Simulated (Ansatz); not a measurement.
# Y/BeSe/Pb: conductance for both polarities, part 3 of 5

Wanted: the change of resistance of Y/BeSe/Pb with the barrier's polarity. The lower electrode is Y hcp(0001), the upper one Pb fcc(111); the barrier is BeSe zinc blende(111) (whole bilayers). In the first transport cell, after relaxation, the nearest pair of electrode and barrier is Y–Se at 3.14 Å, at a slant, at the lower face and Pb–Be at 3.15 Å, at a slant, too long for a bond, at the upper one. A gap without bonds adds to the barrier. All share a net of side 3.663 Å, which strains the lower electrode by +0.1 %, the upper one by +3.0 % and the barrier by +0.0 %, against typed lattice constants near PBE's. The first steps treat the bulk electrodes alone.

Ansatz 0.2.0; PBE DFT, plane waves, PAW files (the session's first sound run).

So far. Step 4 (Relaxation, polarity Se face on the lower electrode): The largest force component on a free atom ends at 0.027 eV/Å. At one or more of this run's solves the program warned of density in the dipole ramp over its bound, where dipole, forces and levels can be off.

## 5. T(E) of the junction, polarity Se face on the lower electrode, gap between the electrodes 14.44 Å

This step: PBE DFT, plane waves, PAW files; ballistic transmission by layer matching between semi-infinite leads (Ansatz 0.2.0).

System of this step: Y/BeSe/Pb. The cell holds 27 atoms: 11 Y, 4 Se, 4 Be and 8 Pb. Its edges and angles: a = 3.663 Å, b = 3.663 Å, c = 76.531 Å, α = 90.0°, β = 90.0°, γ = 120.0°. Regions: left electrode, 11 atoms (11 Y); barrier, 8 atoms (4 Se and 4 Be); right electrode, 8 atoms (8 Pb). Vacuum lies along c.

The relaxed core is set between ideal electrode layers (this cell holds 8 atomic planes between the electrodes; where that differs from the relaxed slab, whole periods were copied in or cut out without a new relaxation), which the solver continues as semi-infinite leads. A wide energy window on a coarse mesh (12×12) shows where the Fermi level lies against the barrier's bands; the projected density of states shows how far the metals' states reach in.

File input.yaml:

```yaml
crystal:
  lattice:
    - [3.663, 0.0, 0.0]
    - [-1.8315, 3.1722510541, 0.0]
    - [0.0, 0.0, 76.5313621393]
  atoms:
    - { symbol: "Y", position: [0.33333333, 0.66666667, 0.0914657704] }
    - { symbol: "Y", position: [0.0, 0.0, 0.1286548896] }
    - { symbol: "Y", position: [0.33333333, 0.66666667, 0.1658440088] }
    - { symbol: "Y", position: [0.0, 0.0, 0.203033128] }
    - { symbol: "Y", position: [0.33333333, 0.66666667, 0.2402222472] }
    - { symbol: "Y", position: [0.0, 0.0, 0.2774113664] }
    - { symbol: "Y", position: [0.33333333, 0.66666667, 0.3146004856] }
    - { symbol: "Y", position: [0.0, 0.0, 0.3517896048] }
    - { symbol: "Y", position: [0.33333333, 0.66666667, 0.388978724] }
    - { symbol: "Y", position: [0.0, 0.0, 0.4261678432] }
    - { symbol: "Y", position: [0.33333333, 0.66666667, 0.4623165015] }
    - { symbol: Se, position: [0.66666667, 0.33333333, 0.4925814637] }
    - { symbol: Be, position: [0.0, 0.0, 0.5029982235] }
    - { symbol: Se, position: [0.0, 0.0, 0.5320254641] }
    - { symbol: Be, position: [0.33333333, 0.66666667, 0.541925394] }
    - { symbol: Se, position: [0.33333333, 0.66666667, 0.5710092346] }
    - { symbol: Be, position: [0.66666667, 0.33333333, 0.5808651797] }
    - { symbol: Se, position: [0.66666667, 0.33333333, 0.6100971658] }
    - { symbol: Be, position: [0.0, 0.0, 0.620521312] }
    - { symbol: Pb, position: [0.33333333, 0.66666667, 0.6510241182] }
    - { symbol: Pb, position: [0.66666667, 0.33333333, 0.6868807966] }
    - { symbol: Pb, position: [0.0, 0.0, 0.7238230355] }
    - { symbol: Pb, position: [0.33333333, 0.66666667, 0.7607652743] }
    - { symbol: Pb, position: [0.66666667, 0.33333333, 0.7977075131] }
    - { symbol: Pb, position: [0.0, 0.0, 0.8346497519] }
    - { symbol: Pb, position: [0.33333333, 0.66666667, 0.8715919907] }
    - { symbol: Pb, position: [0.66666667, 0.33333333, 0.9085342296] }
kpoints:
  mp_grid: { grid: [8, 8, 1] }
scf:
  occupations: { method: fermi_dirac, width: 0.1 }
  max_iter: 150
hamiltonian:
  xc: pbe
output:
  transmission:
    kmesh: [12, 12]
    e_range: [-2, 3]
    de: 0.1
    leads: [[4, 6], [23, 24]]
  dos: { projected: true, e_range: [-6, 5], de: 0.05 }
  write_potential: true
  write_density: true
  volumetric_format: npy
  elf: true
```

Command:

```
ansatz run input.yaml --threads 4 --pin off --max-ram 12288MiB --backend cpu --events-out ev --progress --plain --runs-dir out
```

Numbers of over 12 decimals in the logs are rounded to 6 here.

What it wrote:

```text
[...]
Crystal: 27 atoms, lattice volume = 889.291 Å³
Basis set: ecut = 420 eV, 17235 PW (Γ)
Bands: 183, of which v1, the nominal top of the filled ones, is band 153 counted from 1 (152 counted from 0)
Symmetry: 6 space group operations
[...]
k-points: 10 of 64 (time reversal used)
[...]
SCF iter   1: F=—  HF=-159840.384018 eV  |F-HF|=—  |Δ(HF+E_count)|=         —  Δρ=9.14e-3  dr2=7.33e2  ethr=1.77e-3  ⟨swp⟩=10.8  Hψ=9372  notcnv=0
[...]
SCF iter  11: F=-159839.304611 eV  HF=-159839.304611 eV  |F-HF|=5.18e-9  |Δ(HF+E_count)|=   1.10e-8  Δρ=7.10e-7  dr2=1.80e-8  ethr=3.28e-11  ⟨swp⟩=6.2  Hψ=4807  notcnv=0
SCF 1 converged in 11 iterations: F = -159839.304611 eV  dr2 = 1.80e-8
[...]
transmission: 139 of 1387 steps passed
transmission: 279 of 1387 steps passed
[...]
transmission: 1387 of 1387 steps passed
WARN: The output density's exchange-correlation potential varies sharply where the density is thin. Do not read a vacuum level from v_tot or v_xc, or from such a field of the output density. On a cell that repeats whose density bears no net charge and no dipole along the vacuum's axis use v_es (v_loc + v_h of the components); under efield.dipole_correction with no amplitude use v_es + v_field, which holds any externa [...]
SCF converged after 11 iterations
Free energy (F): -159839.304611 eV
[...]
Internal energy: -159838.458795 eV  (E = F + TS)
E sigma→0 (E₀):  -159838.881703 eV
Entropy (-TS):   -0.845816 eV (-31.327 meV/atom)
Fermi energy:    7.606291 eV
[...]
--- Band table (eV; the first three rows and the last of 10) ---
  k-point 0: bands = [... 149 lower, 8.7401, 8.7634, 8.9802, 9.1402, 9.1402, 9.1448, 9.1448, 9.1845, ... 26 higher]
  k-point 1: bands = [... 149 lower, 8.5696, 8.6599, 8.7180, 8.7304, 8.7458, 8.7725, 8.8802, 8.9101, ... 26 higher]
  k-point 2: bands = [... 149 lower, 7.7191, 7.8192, 7.8977, 7.9839, 8.0050, 8.0632, 8.0926, 8.1329, ... 26 higher]
  k-point 9: bands = [... 149 lower, 7.0542, 7.0574, 7.1329, 7.1503, 7.1825, 7.1945, 7.2122, 7.3190, ... 26 higher]
--- Transmission ---
  basis      : 109 plane waves across, 73 finite elements along
  points     : 19, standing for a mesh of 12 x 12
  energies   : 51 from -2.000000 to 3.000000 eV about the Fermi level, 0.100000 eV apart; the leads are filled to 0.000000 eV, and channels, transmission and decay are at 0.000000 eV
  crystal 0  : Y2, at the sites [4, 6], period 5.6923 Å, over 28.46 Å; its Hamiltonian steps by up to 66.1 meV: too much for a lead, lay more layers or, if its atoms are ordered, name the step of that order
    offset         : up to 0.0000 Å between an atom of the period and one for which it stands
    channels       : 1.500000e0 a spin
    conductance    : none, the energies end too early or step too widely for 300 K: set another output.transmission.e_range or a lower de, or, where they end at an eighth of basis.ecutwfc, a higher one
    slowest decay  : 0.1487 /Å at (0.1667, 0.0000)
  crystal 1  : Pb1, at the sites [23, 24], period 2.8272 Å, over 19.79 Å; its Hamiltonian steps by up to 30.8 meV: too much for a lead, lay more layers or, if its atoms are ordered, name the step of that order
[...]
channels       : 1.381944e0 a spin
[...]
slowest decay  : 0.1015 /Å at (0.5000, 0.0000)
  junction   : crystal 0 to crystal 1, 19.81 to 58.92 Å
    transmission   : 4.120118e-3 a spin
[...]
```

The job ended after 3.5 min (4 threads of Arm Neoverse V1, shared host; peak memory 4 GiB).

Reading the cycles: dr2 is the Hartree energy of the density residual (eV), the measure of convergence; HF is the Harris–Foulkes estimate of the energy, which meets the free energy F at convergence.

Numbers from this step:

| Quantity | Value |
| --- | --- |
| free energy | -159839.3046 eV |
| Fermi energy | 7.606 eV |
| level to which the leads are filled | 0 eV from the Fermi level |
| transmission at the Fermi level (a spin, zone mean) | 0.004120 |
| channels of the lower lead | 1.5 |
| channels of the upper lead | 1.382 |
| potential step in the lower lead | 66.1 meV |
| potential step in the upper lead | 30.8 meV |

One spin. The transmission, zone mean by energy, zero at the Fermi level:

```csv
energy (eV),"transmission, zone mean"
-2.00,0.00717
-1.80,0.00510
-1.50,0.00316
-1.30,0.00166
-1.00,0.00149
-0.80,4.5e-4
-0.60,2.8e-4
-0.30,0.00104
-0.10,0.00464
0.00,0.00412
0.10,0.00423
0.40,8.8e-4
0.60,8.5e-4
0.90,0.0135
1.10,0.103
1.20,0.182
1.30,0.167
1.60,0.101
1.80,0.0706
2.00,0.159
2.20,0.257
2.30,0.222
2.50,0.212
2.80,0.204
3.00,0.342
```

One spin. Table of open channels, zone mean by energy, zero at the Fermi level:

```csv
energy (eV),lower lead,upper lead
-2.00,0.632,1.51
-1.80,0.625,1.51
-1.50,0.812,0.882
-1.30,0.771,0.924
-1.00,0.625,1.09
-0.80,0.417,1.26
-0.60,0.396,1.26
-0.30,1.02,1.26
-0.10,1.25,1.38
0.00,1.5,1.38
0.10,1.58,1.38
0.40,0.458,1.34
0.60,0.528,1.47
0.90,0.875,1.67
1.10,1.01,1.55
1.30,1.30,1.72
1.60,1.03,1.78
1.80,0.812,1.99
2.00,1.19,2.03
2.30,1.08,2.11
2.50,1.03,2.05
2.80,1.01,2.22
3.00,1.09,1.97
```

Transmission over k1 and k2. At 0.0000 eV from the Fermi level.

Ten even steps from '_' (0.00 × 1e-2) to '@' (2.18 × 1e-2):
```
@@%%........%%@@........
__..__________..__..__..
....____________........
__..______________..__..
@@..________________..@@
__%%__________________%%
@@@@..________________..
__..__..______________..
..........____________..
__..__..__..__________..
@@........@@%%........%%
__@@__..__@@__@@__..__@@
```
Columns: k1 (b1) from -0.5 to 0.417; rows upwards: k2 (b2) from -0.5 to 0.417.

Open channels of the lower lead over k1 and k2. At 0.0000 eV from the Fermi level.

Ten even steps from '_' (0.00) to '@' (2.00):
```
@@@@@@@@@@@@@@@@@@@@@@@@
@@@@++++++++++@@@@@@__@@
@@@@++++@@@@++++@@@@@@@@
@@@@++@@______@@++@@@@@@
@@@@++@@________@@++@@@@
@@@@++++__________++++@@
@@@@@@++@@________@@++@@
@@@@@@@@++@@______@@++@@
@@@@@@@@@@++++@@@@++++@@
@@@@__@@@@@@++++++++++@@
@@@@@@@@@@@@@@@@@@@@@@@@
@@@@@@@@@@@@@@@@@@@@@@@@
```
Columns: k1 (b1) from -0.5 to 0.417; rows upwards: k2 (b2) from -0.5 to 0.417.

Open channels of the upper lead over k1 and k2. At 0.0000 eV from the Fermi level.

Ten even steps from '0' (0.00) to '9' (3.00):
```
333333339669
336666633696
336633663366
336333336339
336333333633
036633333663
333633333363
393363333363
366336633663
369633666663
396693333333
033333033333
```
Columns: k1 (b1) from -0.5 to 0.417; rows upwards: k2 (b2) from -0.5 to 0.417.

Projected DOS an atom over height of the atomic layer and energy from the Fermi level. Layers: Y Y Y Y Y Y Y Y Y Y Y Se Be Se Be Se Be Se Be Pb Pb Pb Pb Pb Pb Pb Pb; projections on atoms miss part of the total, and the computed bands can run out at the top of the range; a column is the mean of 2 neighbouring layers, the last of those left over.

Values in states/eV, 22 rows by 14 columns, each cell a mean:
```
1.44 1.34 1.25 1.26 1.30 0.91 0.06 0.01 0.03 0.32 0.63 0.59 0.62 0.80
1.43 0.85 0.81 0.81 0.87 0.61 0.02 0.01 0.03 0.32 0.66 0.66 0.58 0.72
1.98 1.39 1.45 1.44 1.21 0.55 0.01 0.00 0.03 0.35 0.48 0.52 0.51 0.63
2.10 1.90 1.81 1.80 1.91 0.88 0.01 0.01 0.04 0.32 0.42 0.46 0.45 0.79
1.70 1.54 1.51 1.55 1.38 0.64 0.01 0.01 0.05 0.39 0.61 0.67 0.54 0.62
0.84 1.04 1.11 1.09 1.10 0.47 0.01 0.00 0.02 0.21 0.37 0.28 0.29 0.43
1.11 1.19 1.16 1.14 1.39 0.83 0.02 0.01 0.05 0.34 0.42 0.56 0.56 0.83
1.06 0.87 0.89 0.89 0.97 0.44 0.02 0.02 0.07 0.40 0.55 0.62 0.55 0.69
0.84 1.12 1.07 1.10 0.92 0.22 0.01 0.01 0.04 0.28 0.65 0.45 0.76 0.89
0.40 0.36 0.40 0.37 0.37 0.12 0.03 0.09 0.16 0.46 1.00 1.01 1.00 0.84
0.49 0.44 0.45 0.45 0.48 0.12 0.05 0.15 0.21 0.42 0.80 0.79 0.78 0.60
0.35 0.40 0.36 0.39 0.37 0.10 0.23 0.23 0.38 0.24 0.60 0.64 0.57 0.34
0.22 0.21 0.23 0.23 0.21 0.11 0.23 0.38 0.34 0.09 0.41 0.41 0.44 0.19
0.21 0.17 0.18 0.16 0.20 0.28 0.61 0.75 0.54 0.08 0.21 0.26 0.21 0.07
0.17 0.25 0.21 0.25 0.18 0.57 0.77 0.86 0.66 0.10 0.04 0.05 0.03 0.01
0.10 0.06 0.12 0.07 0.10 0.64 0.81 0.73 0.71 0.10 0.04 0.02 0.01 0.00
0.09 0.13 0.09 0.12 0.10 0.89 0.68 0.71 0.76 0.10 0.02 0.00 0.00 0.00
0.01 0.04 0.04 0.04 0.02 0.99 0.61 0.79 0.75 0.14 0.02 0.00 0.00 0.00
0.00 0.01 0.01 0.01 0.01 0.87 0.64 0.69 0.69 0.13 0.02 0.00 0.00 0.00
0.00 0.00 0.00 0.00 0.00 0.61 0.46 0.30 0.42 0.08 0.01 0.00 0.00 0.00
0.00 0.00 0.00 0.00 0.00 0.76 0.65 0.38 0.59 0.14 0.01 0.00 0.00 0.00
0.00 0.00 0.00 0.00 0.00 0.48 0.33 0.25 0.27 0.05 0.01 0.00 0.00 0.00
```
Columns: height of the atomic layer (Å) from 8.42 to 69.5 (not evenly spaced); rows upwards: energy from the Fermi level (eV) from -6 to 1.05.

Valence density in the ca plane at fractional y = 0.667, with atoms of Y and Be and Se and Pb within 0.2 Å of it. It is the smooth field of the valence electrons, not physical close to the nuclei.

Values in e/Å³, 6 rows by 16 columns, each cell a mean:
```
 0  0  0  0  0  0  0  0  0  0  0  0  0  0  0  0
 0  0  0  0  0  0  0  0  0  0  0  0  0  0  0  0
 0  0  1  1  0  0  0  0  0  1  0  0  0  0  0  0
 0  0  3 14  0  0  0  0  2  6  1  0  0  0  0  0
 0  0  2  8  0  0  0  0  1  5  1  0  0  0  0  0
 0  0  0  1  0  0  0  0  0  1  0  0  0  0  0  0
```
Columns run along c (16.0 Å, from fractional 0.53 to 0.74 of the cell), rows up along a (3.7 Å). Atoms in or near the plane, at fractional coordinates: Be at (0.54, 0.33), Se at (0.57, 0.33), Pb at (0.65, 0.33).

ELF in the ca plane at fractional y = 0.667, with atoms of Y and Be and Se and Pb within 0.2 Å of it. It is the smooth field of the valence electrons, not physical close to the nuclei.

Ten even steps from '0' (0.01) to '9' (0.88), each cell a mean:
```
12442123212443211146889852256787510124553224
24542134311465421247899962357787510012222125
12342122212442211136789852246788510135664224
31122111113212342113566531135787523578987312
86224433344126897301233210013565236888898410
88414667775149889710000000001220059984478510
79524788885269769820000000001100059972268510
98314666675148989610011000002331049985588510
85123322344115887201333210014676336888898410
21132111112311231014677631136788522468886312
```
Columns run along c (16.0 Å, from fractional 0.39 to 0.60 of the cell), rows up along a (3.7 Å). Atoms in or near the plane, at fractional coordinates: Y at (0.46, 0.33), Be at (0.54, 0.33), Se at (0.57, 0.33).

Electrostatic potential energy in the ca plane at fractional y = 0.667, with atoms of Y and Be and Se and Pb within 0.2 Å of it. With pseudopotentials it is smooth inside the atoms' cores, unlike the true potential.

Values in eV, 6 rows by 16 columns, each cell a mean:
```
  3   9  10   7   7   7   2   7   9   8   9   3   0   8   1   2
  4   8   9   6   8   7   4   8   9   6   9   4   2   8   3   4
  2   2   0  -6   8  10   8   9  -2 -20   4   8   8  10   8   8
-14 -15  -6  -6   4  10  10   9 -16 -25  -6  10  10  10  10  10
-10 -11  -6  -8   5  10  10   9 -13 -28  -3  10  10  10  10  10
  4   6   4  -1   8   9   7   9   3  -9   7   7   6   9   6   7
```
Columns run along c (16.0 Å, from fractional 0.53 to 0.74 of the cell; values clipped at the 3rd and 97th percentile), rows up along a (3.7 Å). Atoms in or near the plane, at fractional coordinates: Be at (0.54, 0.33), Se at (0.57, 0.33), Pb at (0.65, 0.33).

At the Fermi level the transmission is 0.0041, as a zone mean for one spin on this coarse mesh. At the Fermi level the layers of this cell's barrier hold from 0.0020 to 0.055 states an eV and atom. In the worse lead the potential repeats within 66 meV, which the program flags as too much for a lead, so G carries that doubt.

## 6. Conductance, polarity Se face on the lower electrode, gap between the electrodes 14.44 Å

The conductance needs T(E) within ten thermal energies of the Fermi level, on steps under 1.5 kT, and a finer mesh (30×30), since the current can rest on few wavevectors.

input.yaml: that of step 5 with these lines changed.

```diff
@@ -42,10 +42,5 @@
   transmission:
-    kmesh: [12, 12]
-    e_range: [-2, 3]
-    de: 0.1
+    kmesh: [30, 30]
+    e_range: [-0.26, 0.27]
+    de: 0.0375
     leads: [[4, 6], [23, 24]]
-  dos: { projected: true, e_range: [-6, 5], de: 0.05 }
-  write_potential: true
-  write_density: true
-  volumetric_format: npy
-  elf: true
```

What it wrote:

```text
[...]
Crystal: 27 atoms, lattice volume = 889.291 Å³
Basis set: ecut = 420 eV, 17235 PW (Γ)
Bands: 183, of which v1, the nominal top of the filled ones, is band 153 counted from 1 (152 counted from 0)
Symmetry: 6 space group operations
[...]
k-points: 10 of 64 (time reversal used)
[...]
SCF iter   1: F=—  HF=-159840.384018 eV  |F-HF|=—  |Δ(HF+E_count)|=         —  Δρ=9.14e-3  dr2=7.33e2  ethr=1.77e-3  ⟨swp⟩=10.8  Hψ=9372  notcnv=0
[...]
SCF iter  11: F=-159839.304611 eV  HF=-159839.304611 eV  |F-HF|=5.18e-9  |Δ(HF+E_count)|=   1.10e-8  Δρ=7.10e-7  dr2=1.80e-8  ethr=3.28e-11  ⟨swp⟩=6.2  Hψ=4807  notcnv=0
SCF 1 converged in 11 iterations: F = -159839.304611 eV  dr2 = 1.80e-8
[...]
transmission: 606 of 6006 steps passed
transmission: 1204 of 6006 steps passed
[...]
transmission: 6006 of 6006 steps passed
SCF converged after 11 iterations
Free energy (F): -159839.304611 eV
[...]
Internal energy: -159838.458795 eV  (E = F + TS)
E sigma→0 (E₀):  -159838.881703 eV
Entropy (-TS):   -0.845816 eV (-31.327 meV/atom)
Fermi energy:    7.606291 eV
[...]
--- Band table (eV; the first three rows and the last of 10) ---
  k-point 0: bands = [... 149 lower, 8.7401, 8.7634, 8.9802, 9.1402, 9.1402, 9.1448, 9.1448, 9.1845, ... 26 higher]
  k-point 1: bands = [... 149 lower, 8.5696, 8.6599, 8.7180, 8.7304, 8.7458, 8.7725, 8.8802, 8.9101, ... 26 higher]
  k-point 2: bands = [... 149 lower, 7.7191, 7.8192, 7.8977, 7.9839, 8.0050, 8.0632, 8.0926, 8.1329, ... 26 higher]
  k-point 9: bands = [... 149 lower, 7.0542, 7.0574, 7.1329, 7.1503, 7.1825, 7.1945, 7.2122, 7.3190, ... 26 higher]
--- Transmission ---
  basis      : 109 plane waves across, 66 finite elements along
  points     : 91, standing for a mesh of 30 x 30
  filling    : by the input's occupations and mesh, since the crystals that have channels conduct as metals do. If one of these is a semiconductor, that mesh has misplaced its level
[...]
filled         : 5.0 meV under the level at which it is neutral
    channels       : 1.466667e0 a spin
    conductance    : 9.5964e14 S/m² at 300 K; may be off by some 0.0 % by where its bands' edges are placed, 2.4 % from the k-mesh, 0.4 % from the distance to neutral
    slowest decay  : 0.0387 /Å at (0.1333, 0.1000)
[...]
filled         : 1.7 meV over the level at which it is neutral
    channels       : 1.347778e0 a spin
[...]
slowest decay  : 0.0560 /Å at (0.4333, 0.1000)
  junction   : crystal 0 to crystal 1, 19.81 to 58.92 Å
    transmission   : 4.487521e-3 a spin
    conductance    : 2.9882e12 S/m² at 300 K (3.5130e12 on every other point, 3.0208e12 on every other energy)
    error estimate : 1.1 % from the energy spacing and 0.6 % from band edges of the leads and from resonances (wavevectors taken as independent; lower de), 28.7 % from the k-mesh, 76.2 % from the steps of its leads' Hamiltonians or their offsets (lay more layers), 0.7 % from the distance to neutral
    resistance     : 3.3358e-1 Ω µm² beyond half of each lead's own
```

It took 8.3 min on 4 threads; peak memory 3.6 GiB; 30 min of CPU time.

Numbers from this step:

```
transmission at the Fermi level (a spin, zone mean) : 0.004488
channels of the lower lead                          : 1.467
channels of the upper lead                          : 1.348
ballistic conductance of the lower lead             : 9.60e14 S/m²
ballistic conductance of the upper lead             : 9.00e14 S/m²
junction conductance                                : 2.99e12 S/m²
error estimates by source, in the log's order       : 1.1, 0.6, 28.7, 76.2, 0.7 %
resistance-area product beyond the leads            : 0.3336 Ω um²
```

One spin. The transmission, zone mean by energy, zero at the Fermi level:

```csv
energy (eV),"transmission, zone mean"
-0.260,0.00174
-0.223,0.00194
-0.185,0.00334
-0.147,0.00400
-0.110,0.00385
-0.072,0.00369
-0.035,0.00572
0.003,0.00449
0.040,0.00414
0.077,0.00385
0.115,0.00375
0.152,0.00292
0.190,0.00206
0.228,0.00166
0.265,0.00103
```

One spin. Table of open channels, zone mean by energy, zero at the Fermi level:

| energy (eV) | lower lead | upper lead |
| --- | --- | --- |
| -0.260 | 1.01 | 1.30 |
| -0.223 | 1.12 | 1.29 |
| -0.185 | 1.20 | 1.33 |
| -0.147 | 1.22 | 1.33 |
| -0.110 | 1.31 | 1.35 |
| -0.072 | 1.35 | 1.35 |
| -0.035 | 1.4 | 1.36 |
| 0.003 | 1.47 | 1.35 |
| 0.040 | 1.48 | 1.34 |
| 0.077 | 1.49 | 1.32 |
| 0.115 | 1.53 | 1.31 |
| 0.152 | 1.47 | 1.31 |
| 0.190 | 1.26 | 1.34 |
| 0.228 | 0.973 | 1.36 |
| 0.265 | 0.667 | 1.37 |

Transmission over k1 and k2. At 0.0025 eV from the Fermi level.

Ten even steps from '0' (0.0000) to '9' (0.0669), each cell a mean:
```
194210000000024911010001000100
433210000000001234100000000000
011100000000000011100000000000
000000000000000000000000000001
000000000000000000000000000001
000000000000000000000000000001
000000000000000000000000000000
000000000000000000000000000101
210000000000000000000000001110
331000000000000000000000001260
093100000000000000000000000248
105210000000000000000000000124
403210000000000000000000000001
010100000000000000000000000000
000000000000000000000000000000
010000000000000000000000000000
010000000000000000000000000000
010000000000000000000000000000
000000000000011000000000000110
210000000001132210000000001222
300000000000032731000000001248
005100000000150315100000000263
```
Columns: k1 (b1) from -0.5 to 0.467; rows upwards: k2 (b2) from -0.5 to 0.467.

G = 3.0e12 S/m² (1/G = 0.335 Ω µm²). The largest error estimate is 76 %, from the leads' potential steps. In the worse lead the potential repeats within 66 meV, which the program flags as too much for a lead, so G carries that doubt. By hand, Landauer's formula with T at one energy: G = (e²/h) ΣT / A = 3.874e-5 S × 0.00898 / 11.62 Å² = 3.0e12 S/m², with T summed over both spins. The printed value averages T over the Fermi window and is 1.00 times this.

(Continued in part 4 of 5.)

[Logs are printed without paths, hosts, clocks, repeated set-up lines and the standing remarks that a program may print on its own settings, such as how far it seeks lower states.]

[Hosts, paths, dates, database ids (printed as entryN), source tags and the programs' standing remarks are cut or masked in the printed files.]
